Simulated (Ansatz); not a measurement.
# W(110) slab, 3 layers: phonons and vibrational spectra

Task: relax W(110) slab, 3 layers, then find its harmonic phonons.

Program: Ansatz 0.2.0. Level of theory: DFT PBE, scalar-relativistic, plane waves, PAW; PAW set soft_1. Results are calculated unless marked as measured.

This is a report of a sequence of runs, with most program output left out.

## 1. Set-up

The cell holds 3 atoms: 3 W. Cell: a = 2.741 Å, b = 2.741 Å, c = 17.476 Å, α = 90.0°, β = 90.0°, γ = 70.5°. Vacuum lies along c.

## 2. Bringing the structure to rest

Harmonic phonons are second derivatives at a point where the forces vanish, and they are wanted at zero stress, so atoms and cell are relaxed first.

The program solves this slab on a cell height of its own, 32.8 Å, in place of the one typed.

File input.yaml:

```yaml
crystal:
  lattice:
    - [1.5825, 2.23799, 0.0]
    - [-1.5825, 2.23799, 0.0]
    - [0.0, 0.0, 17.47599]
  atoms:
    - { symbol: W, position: [0.0, 0.0, 0.371939] }
    - { symbol: W, position: [0.5, 0.5, 0.5] }
    - { symbol: W, position: [0.0, 0.0, 0.628061] }
  periodic: [true, true, false]
kpoints:
  mp_grid: { grid: [16, 16, 1] }
hamiltonian:
  xc: pbe
  pseudopotentials: { kind: paw, azcp: { folder: soft_1 } }
scf:
  occupations: { method: gaussian, width: 0.1 }
output:
  forces: true
  stress: true
  eigenvalues: true
  write_density: true
  write_potential: true
  elf: true
  volumetric_format: npy
relax:
  adjacent_minimum: "off"
  f_tol: 0.005
  max_steps: 80
  cell: { stress_2d_tol: 0.02 }
```

Command:

```
ansatz run input.yaml --threads 8 --pin off --max-ram 16384MiB --backend cpu --events-out ev --progress --plain --runs-dir out
```

Run time: 29 s. Hardware: 8 threads of AMD EPYC 7B13 (Zen 3), shared host; peak memory 0.93 GiB; 3.6 min of CPU time.

The steps of the relaxation:

```tsv
step	energy less that of the first step (eV)	largest force component (eV/Å)	volume (Å³)
1	0.0000	0.3977	231.99
2	0.1947	1.4876	215.05
3	-0.0713	0.0593	225.56
4	-0.0732	0.0006	224.28
5	-0.0732	0.0001	224.27
6*	-0.0724	0.0001	224.27
7	-0.0724	0.0000	224.27
8*	-0.0724	0.0000	224.27
```

Relaxation steps marked * repeat the geometry before them on a plane-wave basis chosen anew for their cell, so energy and pressure can jump there. Relaxation step 2 was tried and not accepted.

The run keeps the 8 symmetry operations that it works with, so distortions that break them were not tested.

```tsv
cell as run	before	after	change
a (Å)	2.741	2.705	-1.3 %
b (Å)	2.741	2.705	-1.3 %
γ (°)	70.53	69.41	-1.6 %
```

Final coordinates:

```
W
1.0
     1.53984    2.22344    0.00000
    -1.53984    2.22344    0.00000
     0.00000    0.00000   32.75197
W
3
Direct
  0.00000 0.00000 0.19860
  0.50000 0.50000 0.26679
  0.00000 0.00000 0.33498
```

This step gave:

| Property | Result |
| --- | --- |
| gap on the k-mesh | 0 eV |
| area per atom | 2.282 Å² |

Valence density in the ac plane at fractional y = 0.000, with atoms of W within 0.2 Å of it. It is the smooth field of the valence electrons, not physical close to the nuclei.

Values in e/Å³, 24 rows by 14 columns, each cell a mean:
```
0.0 0.0 0.0 0.0 0.0 0.0 0.0 0.0 0.0 0.0 0.0 0.0 0.0 0.0
0.0 0.0 0.0 0.0 0.0 0.0 0.0 0.0 0.0 0.0 0.0 0.0 0.0 0.0
0.0 0.0 0.0 0.0 0.0 0.0 0.0 0.0 0.0 0.0 0.0 0.0 0.0 0.0
0.0 0.0 0.0 0.0 0.0 0.0 0.0 0.0 0.0 0.0 0.0 0.0 0.0 0.0
0.0 0.0 0.0 0.0 0.0 0.0 0.0 0.0 0.0 0.0 0.0 0.0 0.0 0.0
0.0 0.0 0.0 0.0 0.0 0.0 0.0 0.0 0.0 0.0 0.0 0.0 0.0 0.0
0.0 0.0 0.0 0.0 0.0 0.0 0.0 0.0 0.0 0.0 0.0 0.0 0.0 0.0
0.0 0.0 0.0 0.0 0.0 0.0 0.0 0.0 0.0 0.0 0.0 0.0 0.0 0.0
0.0 0.0 0.0 0.0 0.0 0.0 0.0 0.0 0.0 0.0 0.0 0.0 0.0 0.0
0.0 0.0 0.0 0.0 0.0 0.0 0.0 0.0 0.0 0.0 0.0 0.0 0.0 0.0
0.0 0.0 0.0 0.0 0.0 0.0 0.0 0.0 0.0 0.0 0.0 0.0 0.0 0.0
0.0 0.0 0.0 0.0 0.0 0.0 0.0 0.0 0.0 0.0 0.0 0.0 0.0 0.0
0.0 0.0 0.0 0.0 0.0 0.0 0.0 0.0 0.0 0.0 0.0 0.0 0.0 0.0
0.0 0.0 0.0 0.0 0.0 0.0 0.0 0.0 0.0 0.0 0.0 0.0 0.0 0.0
0.0 0.0 0.0 0.0 0.0 0.0 0.0 0.0 0.0 0.0 0.0 0.0 0.0 0.0
3.5 3.5 3.0 2.0 1.0 0.5 0.4 0.3 0.4 0.5 1.0 2.0 3.0 3.5
2.4 2.3 1.9 1.2 0.7 0.4 0.3 0.3 0.3 0.4 0.7 1.2 1.9 2.3
0.3 0.3 0.3 0.3 0.4 0.4 0.4 0.4 0.4 0.4 0.4 0.3 0.3 0.3
2.1 2.0 1.6 1.1 0.6 0.4 0.3 0.3 0.3 0.4 0.6 1.1 1.6 2.0
3.7 3.7 3.3 2.2 1.1 0.5 0.4 0.3 0.4 0.5 1.1 2.2 3.3 3.7
0.1 0.1 0.0 0.0 0.0 0.0 0.0 0.0 0.0 0.0 0.0 0.0 0.0 0.1
0.0 0.0 0.0 0.0 0.0 0.0 0.0 0.0 0.0 0.0 0.0 0.0 0.0 0.0
0.0 0.0 0.0 0.0 0.0 0.0 0.0 0.0 0.0 0.0 0.0 0.0 0.0 0.0
0.0 0.0 0.0 0.0 0.0 0.0 0.0 0.0 0.0 0.0 0.0 0.0 0.0 0.0
```
Columns run along a (2.7 Å), rows up along c (32.8 Å). Atoms in or near the plane, at fractional coordinates: W at (0.00, 0.20), W at (0.00, 0.33).

ELF in the ac plane at fractional y = 0.000, with atoms of W within 0.2 Å of it. It is the smooth field of the valence electrons, not physical close to the nuclei.

Ten even steps from '0' (0.00) to '9' (0.52), each cell a mean:
```
00000000000000
00000000000000
00000000000000
00000000000000
00000000000000
00000000000000
00000000000000
00000000000000
00000000000000
00000000000000
00000000000000
00000000000000
00000000000000
00000000000000
11112355532111
78997578757998
88986677766898
87766677766677
88886677766888
78997578757998
11112455542111
00000000000000
00000000000000
00000000000000
```
Columns run along a (2.7 Å), rows up along c (32.8 Å). Atoms in or near the plane, at fractional coordinates: W at (0.00, 0.20), W at (0.00, 0.33).

Electrostatic potential energy in the ac plane at fractional y = 0.000, with atoms of W within 0.2 Å of it. With pseudopotentials it is smooth inside the atoms' cores, unlike the true potential.

Ten even steps from '0' (-41 eV) to '9' (0 eV), each cell a mean:
```
99999999999999
99999999999999
99999999999999
99999999999999
99999999999999
99999999999999
99999999999999
99999999999999
99999999999999
99999999999999
99999999999999
99999999999999
99999999999999
99999999999999
99999999999999
00114688864110
22345788875432
88888777778888
33346788876433
00013678763100
99999999999999
99999999999999
99999999999999
99999999999999
```
Columns run along a (2.7 Å; values clipped at the 3rd and 97th percentile), rows up along c (32.8 Å). Atoms in or near the plane, at fractional coordinates: W at (0.00, 0.20), W at (0.00, 0.33).

## 3. Relaxing to small forces for the phonons

Phonons need a cell at rest on their own settings, so the relaxation is repeated with tight tolerances on forces and stress, using the mesh and the filling of the phonon run that follows.

File input.yaml:

```yaml
crystal:
  lattice:
    - [1.5398418173, 2.2234398456, 0.0]
    - [-1.5398418173, 2.2234398456, 0.0]
    - [0.0, 0.0, 32.7519710216]
  atoms:
    - { symbol: W, position: [0.0, 0.0, 0.1986009577] }
    - { symbol: W, position: [0.5, 0.5, 0.266792951] }
    - { symbol: W, position: [0.0, 0.0, 0.3349849443] }
  periodic: [true, true, false]
kpoints:
  mp_grid: { grid: [16, 16, 1] }
hamiltonian:
  xc: pbe
  pseudopotentials: { kind: paw, azcp: { folder: soft_1 } }
scf:
  occupations: { method: methfessel_paxton, width: 0.2 }
output:
  forces: true
  stress: true
  eigenvalues: true
relax:
  adjacent_minimum: "off"
  f_tol: 0.001
  max_steps: 60
  cell: { stress_2d_tol: 0.002 }
```

Wall time 21 s (8 threads); peak memory 0.98 GiB.

The steps of the relaxation:

```tsv
step	energy less that of the first step (eV)	largest force component (eV/Å)	volume (Å³)
1	0.0000	0.0004	224.27
2	0.0000	0.0050	224.25
3	0.0000	0.0043	224.28
4	0.0000	0.0007	224.32
5	0.0000	0.0000	224.29
6*	0.0000	0.0000	224.29
```

Relaxation steps marked * repeat the geometry before them on a plane-wave basis chosen anew for their cell, so energy and pressure can jump there.

Forces are held to the 8 operations that the run works with; a distortion that breaks them can't arise in this run.

```tsv
cell as run	before	after	change
a (Å)	2.705	2.705	+0.0 %
b (Å)	2.705	2.705	+0.0 %
γ (°)	69.41	69.34	-0.1 %
```

The relaxed structure:

```cif
data_structure
_symmetry_space_group_name_H-M 'P 1'
_symmetry_Int_Tables_number 1
_cell_length_a 2.7054
_cell_length_b 2.7054
_cell_length_c 32.7520
_cell_angle_alpha 90.000
_cell_angle_beta 90.000
_cell_angle_gamma 69.335
_cell_volume 224.29
loop_
_atom_site_label
_atom_site_type_symbol
_atom_site_fract_x
_atom_site_fract_y
_atom_site_fract_z
_atom_site_occupancy
W1 W 0.00000 0.00000 0.19860 1
W2 W 0.50000 0.50000 0.26679 1
W3 W 0.00000 0.00000 0.33498 1
```

This step gave:

- area per atom: 2.283 Å²

The largest force component left is 0.015 meV/Å, within the tolerances set.

## 4. Modes at Γ

The zone centre comes first: it holds the modes that light can see, as far as symmetry allows. No field response is asked, since the mesh shows no gap.

input.yaml, the sections that differ from step 3:

```yaml
crystal:
  lattice:
    - [1.5388658068, 2.2250915075, 0.0]
    - [-1.5388658068, 2.2250915075, 0.0]
    - [0.0, 0.0, 32.7519710216]
  atoms:
    - { symbol: W, position: [0.0, 0.0, 0.1986033034] }
    - { symbol: W, position: [0.5, 0.5, 0.266792951] }
    - { symbol: W, position: [0.0, 0.0, 0.3349825986] }
  periodic: [true, true, false]
output:
  eigenvalues: true
phonons:
  method: dfpt
# kpoints, hamiltonian, scf: as in step 3
# relax: removed
```

Elapsed: 51 s, on 8 threads; peak memory 1.7 GiB; 6 min of CPU time.

Numbers from this step:

- sum-rule residual before enforcement: 1.19e-4 eV/Å²
- point group: mmm
- highest optical mode at the zone centre (no LO-TO term): 188.0 cm⁻¹
- lowest optical zone-centre mode: 56.97 cm⁻¹

Patterns of degenerate modes are one choice out of their space. Modes at Γ:

```tsv
mode	frequency (cm⁻¹)	symmetry
1	0.0	acoustic
2	0.0	acoustic
3	0.0	acoustic
4	57.0	B2g
5	60.5	B3g
6	113.5	B2u
7	114.6	Ag
8	117.2	B3u
9	188.0	B1u
```

Displacements in mode 4 (57.0 cm⁻¹), the largest set to 1:
```
W1  -1.00  0.00  0.00
W2   0.00  0.00  0.00
W3   1.00  0.00  0.00
```

Displacements in mode 9 (188.0 cm⁻¹), the largest set to 1:
```
W1   0.00  0.00 -0.50
W2   0.00  0.00  1.00
W3   0.00  0.00 -0.50
```

Before it was imposed, the acoustic sum rule was missed by 1.2e-4 eV/Å². Small misses are needed for a sound result but don't prove that mesh and cutoff are converged. The lowest optical mode is real, 57.0 cm⁻¹.

## 5. The dispersion

Stability and thermal properties need the whole zone. Linear response on a 4×4×1 q mesh gives force constants as far as a supercell of that size would.

input.yaml: that of step 4 with these lines changed.

```diff
@@ -21 +21,7 @@
   method: dfpt
+  qmesh: [4, 4, 1]
+  temperatures: { t_max: 1000, t_step: 50 }
+  qpath:
+    path: [[0.0, 0.0, 0.0], [0.5, 0.5, 0.0], [0.63042352, 0.36957648, 0.0]]
+    npoints: 10
+  dielectric: false
```

Wall time 12 min (8 threads); peak memory 3.5 GiB.

This step gave:

```yaml
sum_rule_residual_before_enforcement: 1.28e-4 eV/Å²
lowest_frequency_on_the_path: -11.31 cm⁻¹
highest_frequency_on_the_path_or_at_a_solved_wavevector: 226.5 cm⁻¹
lowest_mode_on_the_q_mesh_acoustic_modes_at_gamma_apart: 56.97 cm⁻¹
```

Frequencies (cm⁻¹) solved at each irreducible wavevector; negative means imaginary. Frequencies by wavevector, by row:

```tsv
q in reciprocal lattice units	star	mode 1	mode 2	mode 3	mode 4	mode 5	mode 6	mode 7	mode 8	mode 9
0 0 0	1	0	0	0	57	60.5	113.5	114.6	117.2	188
0 0.25 0	4	63.4	76.9	88.2	93.3	129.1	130.8	137.2	176.3	186.5
0 -0.5 0	2	94	106.3	121.9	126.2	144.3	148.5	175.1	177.9	226.5
0.25 0.25 0	2	76.4	92.5	98.3	111	121.1	141	150.3	184.1	194.2
0.25 -0.5 0	4	112.6	114.3	135.4	137	150.2	163.9	177.8	186.9	211.9
0.25 -0.25 0	2	97.5	105	120.7	121	150.1	164.3	169.1	171.5	213.4
-0.5 -0.5 0	1	117	125.4	126.6	147.5	152.1	160	170.5	178.9	213.7
```

Interpolated from a 4×4×1 q mesh. The phonon branches at the labelled points (cm⁻¹):

```tsv
point	branch 1	branch 2	branch 3	branch 4	branch 5	branch 6	branch 7	branch 8	branch 9
Γ	0	0	0	57	60	114	115	117	188
halfway	76	92	98	111	121	141	150	184	194
Y	117	125	127	148	152	160	170	179	214
halfway	118	124	143	151	152	162	162	190	211
C0	121	124	136	139	155	169	173	203	209
```

The phonon density of states has structure finer than the step of the table below, so its rows give means over 10 cm⁻¹, whole bins alone (the curve runs from -11 to 227 cm⁻¹). Peaks (cm⁻¹: height): 121.0: 0.135, 151.0: 0.115, 175.0: 0.103, 211.0: 0.0392.

Tetrahedra on a 24×24×1 mesh, mean over bins of 2 cm-1. Interpolated from a 4×4×1 q mesh. The phonon density of states by wavenumber; means over each step:

wavenumber (cm⁻¹), phonon density of states (1/cm⁻¹/cell) and a bar:
```
        0      0.001 
       10      0.002 
       20      0.003 #
       30      0.005 #
       40      0.007 ##
       50      0.010 ##
       60      0.015 ####
       70      0.021 #####
       80      0.028 #######
       90      0.042 ##########
      100      0.065 ################
      110      0.076 ###################
      120      0.117 ##############################
      130      0.067 #################
      140      0.060 ###############
      150      0.087 ######################
      160      0.046 ############
      170      0.059 ###############
      180      0.070 ##################
      190      0.049 #############
      200      0.015 ####
      210      0.029 #######
      220      0.023 ######
```

Symmetry leaves 7 wavevectors to solve. The lowest mode among them, the acoustic zeros apart, lies at Γ and is real, 57.0 cm⁻¹. Between them the interpolated path dips to 11i cm⁻¹.

## 6. Summary of results

| Property | Result |
| --- | --- |
| space group after relaxation (within 0.01 Å) | Cmmm |
| area per atom | 2.28 Å² |
| electronic character | no gap on this mesh |
| highest optical mode at the zone centre (no LO-TO term) | 188 cm⁻¹ |
| lowest optical zone-centre mode | 57.0 cm⁻¹ |
| lowest mode on the q mesh (acoustic modes at Γ apart) | 57.0 cm⁻¹ |
| highest frequency on the path or at a solved wavevector | 226 cm⁻¹ |
| imaginary modes on the 4×4×1 q mesh | none |

**Reading.** No mode is imaginary at the 7 irreducible wavevectors solved, but between them the interpolated path dips to 11.3i cm⁻¹, so stability is not settled. The optical modes at Γ span 57 to 188 cm⁻¹. With no gap, or one that is small against the smearing, the frequencies hang on the k mesh and the smearing, most of all near Kohn anomalies. In a sheet or slab the interpolated bending branch near Γ is rough, since the rotational sum rule isn't imposed. Spin-orbit coupling is left out, which can matter for the heavy elements here. A phonon run warned that its eigensolver left some bands unconverged in a pass. The starting cell was built on a prototype and not taken from a measurement. These are harmonic frequencies at zero temperature: anharmonic shifts, linewidths and thermal expansion are left out.

[Logs are printed without paths, hosts, clocks, repeated set-up lines and the standing remarks that a program may print on its own settings, such as how far it seeks lower states.]

[Hosts, paths, dates, database ids (printed as entryN), source tags and the programs' standing remarks are cut or masked in the printed files.]
